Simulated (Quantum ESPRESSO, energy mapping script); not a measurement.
## MnS (Browneite): J from the energies of magnetic orders

Aim: the exchange couplings of MnS (Browneite) from the energies of a few collinear orders, and the ordering temperature that they give.

Method: PBE with U = 4 eV on Mn d, ortho-atomic projectors; plane waves, U on orthogonalised atomic orbitals unless named otherwise, collinear spin, no spin–orbit coupling, in Quantum ESPRESSO 7.5.

Report form: the programs' logs are mostly left out.

## 1. Set-up

Symmetry: F-43m, No. 216, cubic system. Conventional cell: a = 5.600 Å, b = 5.600 Å, c = 5.600 Å, α = 90.00°, β = 90.00°, γ = 90.00°. Nearest to Mn lie 4 S at 2.42 Å. S has 4 Mn at 2.42 Å nearest. Farther neighbours and most contacts between anions are not listed.

As a file:

```cif
data_structure
_symmetry_space_group_name_H-M 'P 1'
_symmetry_Int_Tables_number 1
_cell_length_a 3.9598
_cell_length_b 3.9598
_cell_length_c 3.9598
_cell_angle_alpha 60.000
_cell_angle_beta 60.000
_cell_angle_gamma 60.000
_cell_volume 43.90
loop_
_atom_site_label
_atom_site_type_symbol
_atom_site_fract_x
_atom_site_fract_y
_atom_site_fract_z
_atom_site_occupancy
Mn1 Mn 0.00000 0.00000 0.00000 1
S2 S 0.25000 0.25000 0.25000 1
```

The U corrects the self-interaction that lets semilocal functionals spread d and f electrons too far. Its value here is typed, not computed. These runs use Quantum ESPRESSO.

## 2. Parallel start in cell A (4 atoms)

The parallel order is the zero of energy for this cell and mesh.

The potential files are GBRV's for PBE; pw.x takes the functional from them.

Contents of pw.in:

```
&control
  calculation = 'scf'
  prefix = 'pw'
  outdir = './tmp/'
  pseudo_dir = './pseudo/'
  verbosity = 'low'
/
&system
  ibrav = 0
  nat = 4
  ntyp = 2
  ecutwfc = 45
  ecutrho = 360
  nbnd = 38
  occupations = 'smearing'
  smearing = 'fd'
  degauss = 0.00367493
  nspin = 2
  starting_magnetization(1) = 0.3000
/
&electrons
  conv_thr = 1.0e-08
  electron_maxstep = 120
  mixing_beta = 0.3
  mixing_mode = 'plain'
/
ATOMIC_SPECIES
  Mn 54.9380 Mn.upf
  S 32.0600 S.upf
CELL_PARAMETERS angstrom
  0.00000000 -2.80000000 -2.80000000
  0.00000000 2.80000000 -2.80000000
  5.60000000 0.00000000 0.00000000
ATOMIC_POSITIONS crystal
  Mn 0.50000000 0.50000000 0.50000000
  Mn 0.00000000 0.00000000 0.00000000
  S 0.00000000 0.50000000 0.75000000
  S 0.50000000 0.00000000 0.25000000
K_POINTS automatic
  5 5 4 0 0 0
HUBBARD {ortho-atomic}
U Mn-3d 4
```

The run is started by

```bash
$ OMP_NUM_THREADS=1 mpirun -n 8 pw.x -nk 8 -in pw.in > pw.out
```

Wall time 10 s (8 MPI ranks of Arm Neoverse V2, shared host); peak memory 0.96 GiB.

Spin moment in the sphere by atom:

```csv
atom,spin moment in the sphere (μB)
Mn1,4.36
Mn2,4.36
S3,0.05
S4,0.05
```

The run ends ferromagnetic.

## 3. Run 2 (compensated +−; cell A, 4 atoms)

This order reverses 8 of the 12 neighbours at 3.96 Å, 0 of the 6 neighbours at 5.60 Å and 16 of the 24 neighbours at 6.86 Å, counted for an average magnetic atom.

pw.in: that of step 2 with these lines changed.

```diff
@@ -10,6 +10,6 @@
   nat = 4
-  ntyp = 2
+  ntyp = 3
   ecutwfc = 45
   ecutrho = 360
-  nbnd = 38
+  nbnd = 33
   occupations = 'smearing'
@@ -19,2 +19,3 @@
   starting_magnetization(1) = 0.3000
+  starting_magnetization(2) = -0.3000
 /
@@ -27,3 +28,4 @@
 ATOMIC_SPECIES
-  Mn 54.9380 Mn.upf
+  Mn1 54.9380 Mn.upf
+  Mn2 54.9380 Mn.upf
   S 32.0600 S.upf
@@ -34,4 +36,4 @@
 ATOMIC_POSITIONS crystal
-  Mn 0.50000000 0.50000000 0.50000000
-  Mn 0.00000000 0.00000000 0.00000000
+  Mn1 0.50000000 0.50000000 0.50000000
+  Mn2 0.00000000 0.00000000 0.00000000
   S 0.00000000 0.50000000 0.75000000
@@ -41,2 +43,3 @@
 HUBBARD {ortho-atomic}
-U Mn-3d 4
+U Mn1-3d 4
+U Mn2-3d 4
```

Run time: 12 s. Hardware: 8 MPI ranks; peak memory 0.98 GiB; 92 s of CPU time.

Spin moment in the sphere by atom:

```csv
atom,spin moment in the sphere (μB)
Mn1,4.29
Mn2,-4.29
S3,0.00
S4,0.00
```

The run ends antiferromagnetic, 104.08 meV a magnetic atom below the parallel order of its cell.

## 4. Order 3: parallel, cell B of 4 atoms

The parallel order again, as the reference for this cell.

This run holds the same structure in another cell (c 5.600 → 6.859 Å, α 90.0 → 73.2°, β 90.0 → 73.2°, γ 90.0 → 60.0°).

Contents of pw.in:

```
&control
  calculation = 'scf'
  prefix = 'pw'
  outdir = './tmp/'
  pseudo_dir = './pseudo/'
  verbosity = 'low'
/
&system
  ibrav = 0
  nat = 4
  ntyp = 2
  ecutwfc = 45
  ecutrho = 360
  nbnd = 38
  occupations = 'smearing'
  smearing = 'fd'
  degauss = 0.00367493
  nspin = 2
  starting_magnetization(1) = 0.3000
/
&electrons
  conv_thr = 1.0e-08
  electron_maxstep = 120
  mixing_beta = 0.3
  mixing_mode = 'plain'
/
ATOMIC_SPECIES
  Mn 54.9380 Mn.upf
  S 32.0600 S.upf
CELL_PARAMETERS angstrom
  0.00000000 -2.80000000 -2.80000000
  -2.80000000 0.00000000 -2.80000000
  2.80000000 2.80000000 -5.60000000
ATOMIC_POSITIONS crystal
  Mn 0.50000000 0.50000000 0.50000000
  Mn 0.00000000 0.00000000 0.00000000
  S 0.12500000 0.12500000 0.62500000
  S 0.62500000 0.62500000 0.12500000
K_POINTS automatic
  6 6 6 0 0 0
HUBBARD {ortho-atomic}
U Mn-3d 4
```

Run time: 17 s. Hardware: 8 MPI ranks; peak memory 1.1 GiB.

The run ends ferromagnetic. For each magnetic atom its energy differs from the parallel run of the first cell by -0.99 meV, an error that one common reference would have brought in.

## 5. Run 4 (compensated +−; cell B, 4 atoms)

This order reverses 6 of the 12 neighbours at 3.96 Å, 6 of the 6 neighbours at 5.60 Å and 12 of the 24 neighbours at 6.86 Å, counted for an average magnetic atom.

pw.in: that of step 4 with these lines changed.

```diff
@@ -10,6 +10,6 @@
   nat = 4
-  ntyp = 2
+  ntyp = 3
   ecutwfc = 45
   ecutrho = 360
-  nbnd = 38
+  nbnd = 33
   occupations = 'smearing'
@@ -19,2 +19,3 @@
   starting_magnetization(1) = 0.3000
+  starting_magnetization(2) = -0.3000
 /
@@ -27,3 +28,4 @@
 ATOMIC_SPECIES
-  Mn 54.9380 Mn.upf
+  Mn1 54.9380 Mn.upf
+  Mn2 54.9380 Mn.upf
   S 32.0600 S.upf
@@ -34,4 +36,4 @@
 ATOMIC_POSITIONS crystal
-  Mn 0.50000000 0.50000000 0.50000000
-  Mn 0.00000000 0.00000000 0.00000000
+  Mn1 0.50000000 0.50000000 0.50000000
+  Mn2 0.00000000 0.00000000 0.00000000
   S 0.12500000 0.12500000 0.62500000
@@ -41,2 +43,3 @@
 HUBBARD {ortho-atomic}
-U Mn-3d 4
+U Mn1-3d 4
+U Mn2-3d 4
```

Elapsed: 18 s, on 8 MPI ranks; peak memory 1.1 GiB.

The run ends antiferromagnetic, 80.04 meV a magnetic atom below the parallel order of its cell.

## 6. Order 5: parallel, cell C of 6 atoms

A new cell needs its own zero of energy.

Contents of pw.in:

```
&control
  calculation = 'scf'
  prefix = 'pw'
  outdir = './tmp/'
  pseudo_dir = './pseudo/'
  verbosity = 'low'
/
&system
  ibrav = 0
  nat = 6
  ntyp = 2
  ecutwfc = 45
  ecutrho = 360
  nbnd = 54
  occupations = 'smearing'
  smearing = 'fd'
  degauss = 0.00367493
  nspin = 2
  starting_magnetization(1) = 0.3000
/
&electrons
  conv_thr = 1.5e-08
  electron_maxstep = 120
  mixing_beta = 0.3
  mixing_mode = 'plain'
/
ATOMIC_SPECIES
  Mn 54.9380 Mn.upf
  S 32.0600 S.upf
CELL_PARAMETERS angstrom
  0.00000000 -2.80000000 -2.80000000
  -5.60000000 0.00000000 0.00000000
  2.80000000 5.60000000 -2.80000000
ATOMIC_POSITIONS crystal
  Mn 0.66666667 0.66666667 0.33333333
  Mn 0.33333333 0.33333333 0.66666667
  Mn 0.00000000 0.00000000 0.00000000
  S 0.16666667 0.41666667 0.33333333
  S 0.83333333 0.08333333 0.66666667
  S 0.50000000 0.75000000 0.00000000
K_POINTS automatic
  6 6 6 0 0 0
HUBBARD {ortho-atomic}
U Mn-3d 4
```

Wall time 60 s (8 MPI ranks); peak memory 1.6 GiB.

The run ends ferromagnetic. For each magnetic atom its energy differs from the parallel run of the first cell by -1.40 meV, an error that one common reference would have brought in.

## 7. Uncompensated ++− start in cell C (6 atoms)

This order reverses 6.67 of the 12 neighbours at 3.96 Å, 2.67 of the 6 neighbours at 5.60 Å and 8 of the 24 neighbours at 6.86 Å, counted for an average magnetic atom.

pw.in: that of step 6 with these lines changed.

```diff
@@ -10,6 +10,6 @@
   nat = 6
-  ntyp = 2
+  ntyp = 3
   ecutwfc = 45
   ecutrho = 360
-  nbnd = 54
+  nbnd = 49
   occupations = 'smearing'
@@ -19,2 +19,3 @@
   starting_magnetization(1) = 0.3000
+  starting_magnetization(2) = -0.3000
 /
@@ -27,3 +28,4 @@
 ATOMIC_SPECIES
-  Mn 54.9380 Mn.upf
+  Mn1 54.9380 Mn.upf
+  Mn2 54.9380 Mn.upf
   S 32.0600 S.upf
@@ -34,5 +36,5 @@
 ATOMIC_POSITIONS crystal
-  Mn 0.66666667 0.66666667 0.33333333
-  Mn 0.33333333 0.33333333 0.66666667
-  Mn 0.00000000 0.00000000 0.00000000
+  Mn1 0.66666667 0.66666667 0.33333333
+  Mn1 0.33333333 0.33333333 0.66666667
+  Mn2 0.00000000 0.00000000 0.00000000
   S 0.16666667 0.41666667 0.33333333
@@ -43,2 +45,3 @@
 HUBBARD {ortho-atomic}
-U Mn-3d 4
+U Mn1-3d 4
+U Mn2-3d 4
```

The job ended after 61 s (8 MPI ranks; peak memory 1.6 GiB; 8.1 min of CPU time).

The run ends ferrimagnetic, 88.63 meV a magnetic atom below the parallel order of its cell.

## 8. Order 7: parallel, cell D of 6 atoms

This run holds the same structure in another cell (b 5.600 → 3.960 Å, c 6.859 → 9.699 Å, α 114.1 → 90.0°, β 106.8 → 90.0°, γ 90.0 → 120.0°).

Contents of pw.in:

```
&control
  calculation = 'scf'
  prefix = 'pw'
  outdir = './tmp/'
  pseudo_dir = './pseudo/'
  verbosity = 'low'
/
&system
  ibrav = 0
  nat = 6
  ntyp = 2
  ecutwfc = 45
  ecutrho = 360
  nbnd = 54
  occupations = 'smearing'
  smearing = 'fd'
  degauss = 0.00367493
  nspin = 2
  starting_magnetization(1) = 0.3000
/
&electrons
  conv_thr = 1.5e-08
  electron_maxstep = 120
  mixing_beta = 0.3
  mixing_mode = 'plain'
/
ATOMIC_SPECIES
  Mn 54.9380 Mn.upf
  S 32.0600 S.upf
CELL_PARAMETERS angstrom
  0.00000000 2.80000000 2.80000000
  -2.80000000 0.00000000 -2.80000000
  -5.60000000 -5.60000000 5.60000000
ATOMIC_POSITIONS crystal
  Mn 0.00000000 0.00000000 0.00000000
  Mn 0.33333333 0.66666667 0.66666667
  Mn 0.66666667 0.33333333 0.33333333
  S 0.33333333 0.66666667 0.91666667
  S 0.66666667 0.33333333 0.58333333
  S 0.00000000 0.00000000 0.25000000
K_POINTS automatic
  6 6 3 0 0 0
HUBBARD {ortho-atomic}
U Mn-3d 4
```

Run time: 28 s. Hardware: 8 MPI ranks; peak memory 1.2 GiB.

The run ends ferromagnetic. For each magnetic atom its energy differs from the parallel run of the first cell by -0.96 meV, an error that one common reference would have brought in.

## 9. Run 8 (uncompensated ++−; cell D, 6 atoms)

This order reverses 4 of the 12 neighbours at 3.96 Å, 4 of the 6 neighbours at 5.60 Å and 12 of the 24 neighbours at 6.86 Å, counted for an average magnetic atom.

pw.in: that of step 8 with these lines changed.

```diff
@@ -10,6 +10,6 @@
   nat = 6
-  ntyp = 2
+  ntyp = 3
   ecutwfc = 45
   ecutrho = 360
-  nbnd = 54
+  nbnd = 49
   occupations = 'smearing'
@@ -19,2 +19,3 @@
   starting_magnetization(1) = 0.3000
+  starting_magnetization(2) = -0.3000
 /
@@ -27,3 +28,4 @@
 ATOMIC_SPECIES
-  Mn 54.9380 Mn.upf
+  Mn1 54.9380 Mn.upf
+  Mn2 54.9380 Mn.upf
   S 32.0600 S.upf
@@ -34,5 +36,5 @@
 ATOMIC_POSITIONS crystal
-  Mn 0.00000000 0.00000000 0.00000000
-  Mn 0.33333333 0.66666667 0.66666667
-  Mn 0.66666667 0.33333333 0.33333333
+  Mn1 0.00000000 0.00000000 0.00000000
+  Mn1 0.33333333 0.66666667 0.66666667
+  Mn2 0.66666667 0.33333333 0.33333333
   S 0.33333333 0.66666667 0.91666667
@@ -43,2 +45,3 @@
 HUBBARD {ortho-atomic}
-U Mn-3d 4
+U Mn1-3d 4
+U Mn2-3d 4
```

The job ended after 26 s (8 MPI ranks; peak memory 1.2 GiB).

The run ends ferrimagnetic, 54.49 meV a magnetic atom below the parallel order of its cell.

## 10. Parallel start in cell E (6 atoms)

This run holds the same structure in another cell (c 9.699 → 8.854 Å, α 90.0 → 102.9°, β 90.0 → 102.9°, γ 120.0 → 90.0°).

Contents of pw.in:

```
&control
  calculation = 'scf'
  prefix = 'pw'
  outdir = './tmp/'
  pseudo_dir = './pseudo/'
  verbosity = 'low'
/
&system
  ibrav = 0
  nat = 6
  ntyp = 2
  ecutwfc = 45
  ecutrho = 360
  nbnd = 54
  occupations = 'smearing'
  smearing = 'fd'
  degauss = 0.00367493
  nspin = 2
  starting_magnetization(1) = 0.3000
/
&electrons
  conv_thr = 1.5e-08
  electron_maxstep = 120
  mixing_beta = 0.3
  mixing_mode = 'plain'
/
ATOMIC_SPECIES
  Mn 54.9380 Mn.upf
  S 32.0600 S.upf
CELL_PARAMETERS angstrom
  0.00000000 2.80000000 2.80000000
  0.00000000 2.80000000 -2.80000000
  -8.40000000 -2.80000000 0.00000000
ATOMIC_POSITIONS crystal
  Mn 0.00000000 0.00000000 0.00000000
  Mn 0.33333333 0.33333333 0.66666667
  Mn 0.66666667 0.66666667 0.33333333
  S 0.41666667 0.91666667 0.83333333
  S 0.75000000 0.25000000 0.50000000
  S 0.08333333 0.58333333 0.16666667
K_POINTS automatic
  6 6 6 0 0 0
HUBBARD {ortho-atomic}
U Mn-3d 4
```

Wall time 38 s (8 MPI ranks); peak memory 1.4 GiB; 5.1 min of CPU time.

The run ends ferromagnetic. For each magnetic atom its energy differs from the parallel run of the first cell by -1.21 meV, an error that one common reference would have brought in.

## 11. Run 10 (uncompensated ++−; cell E, 6 atoms)

This order reverses 5.33 of the 12 neighbours at 3.96 Å, 1.33 of the 6 neighbours at 5.60 Å and 16 of the 24 neighbours at 6.86 Å, counted for an average magnetic atom.

pw.in: that of step 10 with these lines changed.

```diff
@@ -10,6 +10,6 @@
   nat = 6
-  ntyp = 2
+  ntyp = 3
   ecutwfc = 45
   ecutrho = 360
-  nbnd = 54
+  nbnd = 49
   occupations = 'smearing'
@@ -19,2 +19,3 @@
   starting_magnetization(1) = 0.3000
+  starting_magnetization(2) = -0.3000
 /
@@ -27,3 +28,4 @@
 ATOMIC_SPECIES
-  Mn 54.9380 Mn.upf
+  Mn1 54.9380 Mn.upf
+  Mn2 54.9380 Mn.upf
   S 32.0600 S.upf
@@ -34,5 +36,5 @@
 ATOMIC_POSITIONS crystal
-  Mn 0.00000000 0.00000000 0.00000000
-  Mn 0.33333333 0.33333333 0.66666667
-  Mn 0.66666667 0.66666667 0.33333333
+  Mn1 0.00000000 0.00000000 0.00000000
+  Mn1 0.33333333 0.33333333 0.66666667
+  Mn2 0.66666667 0.66666667 0.33333333
   S 0.41666667 0.91666667 0.83333333
@@ -43,2 +45,3 @@
 HUBBARD {ortho-atomic}
-U Mn-3d 4
+U Mn1-3d 4
+U Mn2-3d 4
```

The job ended after 45 s (8 MPI ranks; peak memory 1.4 GiB).

The run ends ferrimagnetic, 71.20 meV a magnetic atom below the parallel order of its cell.

## 12. The fit

Each energy difference is a sum of couplings weighted by the pairs that the order reverses. A few near shells are fitted to the differences by least squares. Energies are those extrapolated to zero occupation width, not the free energies F.

The orders that converged (zero: parallel moments in the same cell):

```csv
order,atoms,energy (meV a magnetic atom),moments (μB),moments kept as typed,"opposed neighbours at 3.96, 5.60, 6.86 Å"
parallel in cell A,4,0.00,4.36,yes,"0, 0, 0"
compensated +− in cell A,4,-104.08,4.29,yes,"8, 0, 16"
parallel in cell B,4,0.00,4.36,yes,"0, 0, 0"
compensated +− in cell B,4,-80.04,4.31,yes,"6, 6, 12"
parallel in cell C,6,0.00,4.36,yes,"0, 0, 0"
uncompensated ++− in cell C,6,-88.63,4.27 to 4.32,yes,"6.67, 2.67, 8"
parallel in cell D,6,0.00,4.36,yes,"0, 0, 0"
uncompensated ++− in cell D,6,-54.49,4.31 to 4.34,yes,"4, 4, 12"
parallel in cell E,6,0.00,4.36,yes,"0, 0, 0"
uncompensated ++− in cell E,6,-71.20,4.29 to 4.33,yes,"5.33, 1.33, 16"
```

Fitted to E = −Σ J e·e over ordered pairs of unit vectors (J > 0 favours parallel moments):

```csv
pair,distance (Å),neighbours,J (meV)
Mn–Mn,3.96,12,-6.47
Mn–Mn,5.60,6,-0.183
Mn–Mn,6.86,24,-0.0373
```

Adding the shell at 7.92 Å gives -6.4, -0.17, -0.032 and -0.10 meV and a mean-field temperature of 198 K.

In mean field these couplings order at 195 K, and give a Curie–Weiss temperature of -616 K.

## 13. Ordering temperature by Monte Carlo

Mean field ignores fluctuations and overstates the ordering temperature, so the model is also sampled. The heat capacity peaks where order sets in.

Classical unit spins with these couplings on 8×8×4 copies of a cell that holds the lowest order (512 spins), heat-bath sweeps, cooled from random directions, 1009 sweeps to settle and 3027 measured at each temperature, averaged over 8 runs.

```csv
T (K),order along the lowest pattern,net moment,heat capacity (k_B a spin)
23.4,0.13,0.01,1.00
40.0,0.20,0.01,1.08
65.0,0.20,0.01,1.77
81.6,0.12,0.01,1.08
98.2,0.10,0.01,0.86
123,0.08,0.02,0.65
140,0.07,0.02,0.57
156,0.07,0.02,0.48
173,0.07,0.02,0.43
198,0.06,0.02,0.37
215,0.06,0.02,0.32
```

The smoothed heat capacity peaks at 62.4 K. The order column follows one pattern alone; equivalent domains or another pattern share the rest.

## 14. Results

```yaml
lowest_order_tried: compensated +− in cell A
largest_fitted_value_mn_mn_at_3p96_a: -6.47 meV
ordering_temperature_mean_field: 195 K
heat_capacity_peak_monte_carlo: 62.4 K
```

What this shows: Of the orders tried, MnS (Browneite) prefers the order “compensated +− in cell A” under PBE+U (4 eV), QE, GBRV, with 8 of 12 neighbours at 3.96 Å, 0 of 6 neighbours at 5.60 Å and 16 of 24 neighbours at 6.86 Å opposed, and the heat capacity of the fitted model peaks near 62 K (Monte Carlo, classical spins). The model's best pattern is not among the orders that were run. The largest fitted coupling is the Mn–Mn pair at 3.96 Å, antiferromagnetic at -6.5 meV, across a ligand at about 109°. The orders also reverse pairs at 7.92 Å, which are not fitted, so the fitted values hold their part too. With 5 differences for 3 couplings the fit misses by 0.78 meV at most, a small part of the spread. In the fitted orders moments change by up to 2.2 % against the parallel run of the same cell, so their size stays put. Monte Carlo puts the peak at 0.32 of the mean-field temperature, low enough to point to frustration or weakly coupled layers or chains. In tests on simple cubic and body-centred models such peaks lay 5 to 6 % under the bulk value. On cooling, the order along the one computed pattern stays at or under 0.25: the model settles in an equivalent domain, a degenerate mixture or another order. The Curie–Weiss temperature is 9.9 times the peak temperature in size, a mark of frustration. The parallel order holds 5 μB a magnetic atom, spin 2.5; the common factor (S+1)/S would raise the classical 62.4 K to 87.4 K, a correction that often overshoots.

[Logs and program files are shortened in this print: banners, set-up blocks, solver, clock and traceback lines can be left out without a mark of their own.]

[Logs are printed without paths, hosts, clocks, repeated set-up lines and the standing remarks that a program may print on its own settings, such as how far it seeks lower states.]

[Hosts, paths, dates, database ids (printed as entryN), source tags and the programs' standing remarks are cut or masked in the printed files.]

[Where a cell is said to come from a database of computed structures, the database is the Materials Project.]
